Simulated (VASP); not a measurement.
# GaAs (F-43m) in VASP: further runs, part 2 of 3

VASP 6.6.1. Earlier steps stand in the parts before.

**3. Dielectric tensor, PBEsol**

INCAR

```
SYSTEM = GaAs
ALGO = Normal
EDIFF = 1E-8
ENCUT = 350
GGA = PS
ISIF = 2
ISMEAR = 0
LASPH = .True.
LCHARG = .False.
LEPSILON = .True.
LREAL = .False.
LWAVE = .False.
NELM = 100
PREC = Accurate
SIGMA = 0.01
```

KPOINTS

```
k-points
0
Gamma
  10 10 10
  0 0 0
```

POSCAR

```
GaAs
1.0
    0.0000000000      2.8268500000      2.8268500000
    2.8268500000      0.0000000000      2.8268500000
    2.8268500000      2.8268500000      0.0000000000
As Ga
1 1
Direct
    0.7500000000      0.7500000000      0.7500000000
    0.0000000000      0.0000000000      0.0000000000
```

Potentials or basis: VASP PAW PBE potentials, release 64 (As, Ga_d).

Started as:

```console
> cat potpaw_PBE.64/As/POTCAR potpaw_PBE.64/Ga_d/POTCAR > POTCAR
> mpirun -np 1 vasp_std > vasp.out
```

OUTCAR:

```text
SYSTEM = GaAs
   EDIFF = 1E-8
   ENCUT = 350
   GGA = PS
   ISIF = 2
   ISMEAR = 0
   LASPH = .True.
   LEPSILON = .True.
   LREAL = .False.
   NELM = 100
   PREC = Accurate

 Found     47 irreducible k-points:

 Following reciprocal coordinates:
            Coordinates               Weight
  0.000000  0.000000  0.000000      1.000000
  0.100000  0.000000  0.000000      8.000000
  0.200000  0.000000  0.000000      8.000000
  0.300000  0.000000  0.000000      8.000000
  0.400000  0.000000  0.000000      8.000000
  0.500000  0.000000  0.000000      4.000000
   k-points           NKPTS =     47   k-points in BZ     NKDIM =     47   number of bands    NBANDS=     13
   number of dos      NEDOS =    301   number of ions     NIONS =      2
   total plane-waves  NPLWV =  13824
   dimension x,y,z NGX =    24 NGY =   24 NGZ =   24
   dimension x,y,z NGXF=    48 NGYF=   48 NGZF=   48
   ions per type =               1   1
   NGX,Y,Z   is equivalent  to a cutoff of   9.98,  9.98,  9.98 a.u.
   NGXF,Y,Z  is equivalent  to a cutoff of  19.96, 19.96, 19.96 a.u.
 SYSTEM =  GaAs
   PREC   = accura    normal or accurate (medium, high low for compatibility)
   ISTART =      0    job   : 0-new  1-cont  2-samecut
   ICHARG =      2    charge: 1-file 2-atom 10-const
   ISPIN  =      1    spin polarized calculation?
   LNONCOLLINEAR =      F non collinear calculations
   LSORBIT =      F    spin-orbit coupling
   LASPH  =      T    aspherical Exc in radial PAW
   ENCUT  =  350.0 eV  25.72 Ry    5.07 a.u.   6.10  6.10  6.10*2*pi/ulx,y,z
   NELM   =    100;   NELMIN=  2; NELMDL= -5     # of ELM steps
   EDIFF  = 0.1E-07   stopping-criterion for ELM
   LREAL  =      F    real-space projection
   EDIFFG = 0.1E-06   stopping-criterion for IOM
   NSW    =      0    number of steps for IOM
   IBRION =     -1    ionic relax: 0-MD 1-quasi-New 2-CG
   NFREE  =      0    steps in history (QN), initial steepest desc. (CG)
   ISIF   =      2    stress and relaxation
   ISYM   =      2    0-nonsym 1-usesym 2-fastsym
   POTIM  = 0.5000    time-step for ionic-motion
   TEBEG  =    0.0;   TEEND  =   0.0 temperature during run
   PSTRESS=    0.0 pullay stress
   NELECT =      18.0000    total number of electrons
   NUPDOWN=      -1.0000    fix difference up-down
   EMIN   =  10.00;   EMAX   =-10.00  energy-range for DOS
   EFERMI =   0.00;   METHOD = LEGACY
   ISMEAR =     0;   SIGMA  =   0.01  broadening in eV -4-tet -1-fermi 0-gaus
   EFERMI_NEDOS =   21; number of points for ismear=-14 and -15
   IALGO  =     38    algorithm
   IMIX   =      4    mixing-type and parameters
     AMIX     =   0.40;   BMIX     =  1.00
     AMIX_MAG =   1.60;   BMIX_MAG =  1.00
  volume/ion in A,a.u.               =      22.59       152.44
  Fermi-wavevector in a.u.,A,eV,Ry     =   1.204628  2.276417 19.743799  1.451128
  Thomas-Fermi vector in A             =   2.340347
   LORBIT       =      0    0 simple, 1 ext, 2 COOP (PROOUT), +10 PAW based schemes
   GGA     = PS    functional components
   LHFCALC =     F    Hartree Fock is set to
   AEXX    =    0.0000 exact exchange contribution
   IVDW    =     0    specifies the selected vdW correction
   LEPSILON=     T    determine dielectric tensor
   LRPA    =     F    only Hartree local field effects (RPA)
 non-spin polarized calculation
 Gauss-broadening in eV      SIGMA  =   0.01
  energy-cutoff  :      350.00
[... 110 lines left out ...]

 [... further k-points ...]

  FORCE on cell =-STRESS in cart. coord.  units (eV):
  Direction    XX          YY          ZZ          XY          YZ          ZX
  --------------------------------------------------------------------------------------
  -------------------------------------------------------------------------------------
  Total        0.0567208      0.0567208      0.0567208      0.0000000     -0.0000000     -0.0000000
  in kB        2.0114748      2.0114748      2.0114748      0.0000000     -0.0000000     -0.0000000
  external PRESSURE =       2.0114748 kB  Pullay stress =       0.0000000 kB

 VOLUME and BASIS-vectors are now :
 -----------------------------------------------------------------------------
  energy-cutoff  :      350.00
  volume of cell :       45.18
      direct lattice vectors                 reciprocal lattice vectors
     0.000000000  2.826850000  2.826850000    -0.176875321  0.176875321  0.176875321
     2.826850000  0.000000000  2.826850000     0.176875321 -0.176875321  0.176875321
     2.826850000  2.826850000  0.000000000     0.176875321  0.176875321 -0.176875321

 POSITION                                       TOTAL-FORCE (eV/Angst)
 -----------------------------------------------------------------------------------
      4.24027      4.24027      4.24027        -0.000000      0.000000      0.000000
      0.00000      0.00000      0.00000         0.000000     -0.000000     -0.000000
 -----------------------------------------------------------------------------------
    total drift:                               -0.000004     -0.000004     -0.000003

  FREE ENERGIE OF THE ION-ELECTRON SYSTEM (eV)
  ---------------------------------------------------
  free  energy   TOTEN  =        -9.0903619889 eV

  energy  without entropy=       -9.0903619889  energy(sigma->0) =       -9.09036199

 HEAD OF MICROSCOPIC STATIC DIELECTRIC TENSOR (INDEPENDENT PARTICLE, excluding Hartree and local field effects)
 ------------------------------------------------------
          25.723381    -0.000000    -0.000000
           0.000000    25.723381    -0.000000
          -0.000000    -0.000000    25.723381
 ------------------------------------------------------

 Free energy of the ion-electron system (eV)
  ---------------------------------------------------
  ---------------------------------------------------
  free energy    TOTEN  =        -3.14577892 eV

  energy without entropy =       -3.14577892

------------------------ aborting loop because EDIFF is reached ----------------------------------------

--------------------------------------- Ionic step        2  -------------------------------------------

------------------------ aborting loop because EDIFF is reached ----------------------------------------

--------------------------------------- Ionic step        3  -------------------------------------------

 Free energy of the ion-electron system (eV)
  ---------------------------------------------------
  ---------------------------------------------------
  free energy    TOTEN  =        -3.14578053 eV

  energy without entropy =       -3.14578053

------------------------ aborting loop because EDIFF is reached ----------------------------------------

 PIEZOELECTRIC TENSOR FIELD DIRECTION 3  (e Angst)
 -----------------------------------------------------------------------------
    -0.00029  2.58501  0.00000           (  0.00000  0.01502  0.00000)
     2.58501 -0.00029  0.00000           (  0.01502  0.00000  0.00000)
     0.00000  0.00000 -0.00167           (  0.00000  0.00000 -0.00000)

 PIEZOELECTRIC TENSOR FIELD DIRECTION 3  (C/m^2)
 -----------------------------------------------------------------------------
    -0.00010  0.91672  0.00000
     0.91672 -0.00010  0.00000
     0.00000  0.00000 -0.00059

 MACROSCOPIC STATIC DIELECTRIC TENSOR (including local field effects in DFT)
 ------------------------------------------------------
          25.128135    -0.000000    -0.000000
           0.000000    25.128135     0.000000
           0.000000     0.000000    25.128135
 ------------------------------------------------------

 PIEZOELECTRIC TENSOR (including local field effects)  for field in x, y, z        (e  Angst)
          XX          YY          ZZ          XY          YZ          ZX
  --------------------------------------------------------------------------------
  x    -0.00000    -0.00000     0.00000     0.00000     2.59214     0.00000
  y     0.00000     0.00000     0.00000     0.00000     0.00000     2.59214
  z    -0.00000     0.00000     0.00000     2.59214     0.00000     0.00000

 PIEZOELECTRIC TENSOR (including local field effects)  for field in x, y, z        (C/m^2)
          XX          YY          ZZ          XY          YZ          ZX
  --------------------------------------------------------------------------------
  x    -0.00000    -0.00000     0.00000     0.00000     0.91924     0.00000
  y     0.00000     0.00000     0.00000     0.00000     0.00000     0.91924
  z    -0.00000     0.00000     0.00000     0.91924     0.00000     0.00000

 BORN EFFECTIVE CHARGES (including local field effects) (in |e|, cummulative output)
 ---------------------------------------------------------------------------------
 ion    1
    1    -2.18606     0.00000     0.00000
    2     0.00000    -2.18606     0.00000
    3    -0.00000     0.00000    -2.18606
 ion    2
    1     2.18606     0.00000     0.00000
    2     0.00000     2.18606     0.00000
    3     0.00000    -0.00000     2.18606
```

stdout:

```text
POSCAR found type information on POSCAR AsGa
 POSCAR found :  2 types and       2 ions
 scaLAPACK will be used
 -----------------------------------------------------------------------------
|                                                                             |
[... 28 lines left out ...]
 dielectric tensor                  component  3 :     2.477    -3.086    18.970
 Linear response to external field, progress :
  Direction:   1
 dielectric tensor                  component  1 :    25.128     4.791     2.044
 Linear response to external field, progress :
  Direction:   2
 dielectric tensor                  component  2 :     4.550    25.128     2.017
 Linear response to external field, progress :
  Direction:   3
 dielectric tensor                  component  3 :     3.747     3.087    25.128
 Born effective charges drift removed
```

It took 3.1 min on 1 thread of Intel Xeon Platinum 8259CL at 2.50GHz (Skylake/Cascade Lake), shared host; peak memory 0.27 GiB.

These settings aren't checked as converged: the numbers below hold their error.

Results:

| Quantity | Value |
| --- | --- |
| Band gap on the k mesh | 0.46 eV, direct |
| Electronic dielectric tensor (diagonal) | 25.13 |
| Born charges (mean of the diagonal) | As -2.19; Ga +2.19 e |

Caveat: the cutoff is under 1.25 times the usual one of these potentials, so pressure, stress and relaxed cells hold a basis-set (Pulay) error; the gap is small at this level, which inflates the dielectric constant; the PAW data sets were made with another functional, which shifts forces and pressure a little.

**4. Dielectric tensor, PBEsol**

Changes to INCAR since step 3:

```diff
@@ -2,3 +2,3 @@
 ALGO = Normal
-EDIFF = 1E-8
+EDIFF = 1E-5
 ENCUT = 350
```

KPOINTS is that of step 3.

POSCAR is that of step 3.

Potentials or basis: VASP PAW PBE potentials, release 64 (As, Ga_d).

Started as:

```console
> cat potpaw_PBE.64/As/POTCAR potpaw_PBE.64/Ga_d/POTCAR > POTCAR
> mpirun -np 1 vasp_std > vasp.out
```

OUTCAR:

```text
SYSTEM = GaAs
   EDIFF = 1E-5
   ENCUT = 350
   GGA = PS
   ISIF = 2
   ISMEAR = 0
   LASPH = .True.
   LEPSILON = .True.
   LREAL = .False.
   NELM = 100
   PREC = Accurate

 Found     47 irreducible k-points:

 Following reciprocal coordinates:
            Coordinates               Weight
  0.000000  0.000000  0.000000      1.000000
  0.100000  0.000000  0.000000      8.000000
  0.200000  0.000000  0.000000      8.000000
  0.300000  0.000000  0.000000      8.000000
  0.400000  0.000000  0.000000      8.000000
  0.500000  0.000000  0.000000      4.000000
   k-points           NKPTS =     47   k-points in BZ     NKDIM =     47   number of bands    NBANDS=     13
   number of dos      NEDOS =    301   number of ions     NIONS =      2
   total plane-waves  NPLWV =  13824
   dimension x,y,z NGX =    24 NGY =   24 NGZ =   24
   dimension x,y,z NGXF=    48 NGYF=   48 NGZF=   48
   ions per type =               1   1
   NGX,Y,Z   is equivalent  to a cutoff of   9.98,  9.98,  9.98 a.u.
   NGXF,Y,Z  is equivalent  to a cutoff of  19.96, 19.96, 19.96 a.u.
 SYSTEM =  GaAs
   PREC   = accura    normal or accurate (medium, high low for compatibility)
   ISTART =      0    job   : 0-new  1-cont  2-samecut
   ICHARG =      2    charge: 1-file 2-atom 10-const
   ISPIN  =      1    spin polarized calculation?
   LNONCOLLINEAR =      F non collinear calculations
[... 207 lines left out ...]
  ---------------------------------------------------
  free energy    TOTEN  =        -3.14657919 eV

  energy without entropy =       -3.14657919

------------------------ aborting loop because EDIFF is reached ----------------------------------------

 PIEZOELECTRIC TENSOR FIELD DIRECTION 3  (e Angst)
 -----------------------------------------------------------------------------
    -0.00028  2.58499  0.00000           (  0.00000  0.01502  0.00000)
     2.58499 -0.00028  0.00000           (  0.01502  0.00000  0.00000)
     0.00000  0.00000 -0.00168           (  0.00000  0.00000 -0.00000)

 PIEZOELECTRIC TENSOR FIELD DIRECTION 3  (C/m^2)
 -----------------------------------------------------------------------------
    -0.00010  0.91671  0.00000
     0.91671 -0.00010  0.00000
     0.00000  0.00000 -0.00060

 MACROSCOPIC STATIC DIELECTRIC TENSOR (including local field effects in DFT)
 ------------------------------------------------------
          25.132473    -0.000000     0.000000
           0.000000    25.132473    -0.000000
           0.000000    -0.000000    25.132473
 ------------------------------------------------------

 PIEZOELECTRIC TENSOR (including local field effects)  for field in x, y, z        (e  Angst)
          XX          YY          ZZ          XY          YZ          ZX
  --------------------------------------------------------------------------------
  x    -0.00000    -0.00000    -0.00000    -0.00000     2.59208     0.00000
  y    -0.00000     0.00000     0.00000     0.00000    -0.00000     2.59208
  z    -0.00000    -0.00000     0.00000     2.59208     0.00000    -0.00000

 PIEZOELECTRIC TENSOR (including local field effects)  for field in x, y, z        (C/m^2)
          XX          YY          ZZ          XY          YZ          ZX
  --------------------------------------------------------------------------------
  x    -0.00000    -0.00000    -0.00000    -0.00000     0.91922     0.00000
  y    -0.00000     0.00000     0.00000     0.00000    -0.00000     0.91922
  z    -0.00000    -0.00000     0.00000     0.91922     0.00000    -0.00000

 BORN EFFECTIVE CHARGES (including local field effects) (in |e|, cummulative output)
 ---------------------------------------------------------------------------------
 ion    1
    1    -2.18563     0.00000    -0.00000
    2     0.00000    -2.18563    -0.00000
    3    -0.00000    -0.00000    -2.18563
 ion    2
    1     2.18563    -0.00000     0.00000
    2    -0.00000     2.18563     0.00000
    3     0.00000     0.00000     2.18563
```

It took 3.4 min on 1 thread of Intel Xeon Platinum 8259CL at 2.50GHz (Skylake/Cascade Lake), shared host; peak memory 0.27 GiB.

These settings aren't checked as converged: the numbers below hold their error.

Results:

```
Band gap on the k mesh                  : 0.46 eV, direct
Electronic dielectric tensor (diagonal) : 25.13
Born charges (mean of the diagonal)     : As -2.19; Ga +2.19 e
```

Caveat: the cutoff is under 1.25 times the usual one of these potentials, so pressure, stress and relaxed cells hold a basis-set (Pulay) error; the gap is small at this level, which inflates the dielectric constant; the PAW data sets were made with another functional, which shifts forces and pressure a little.

[end of part 2 of 3]
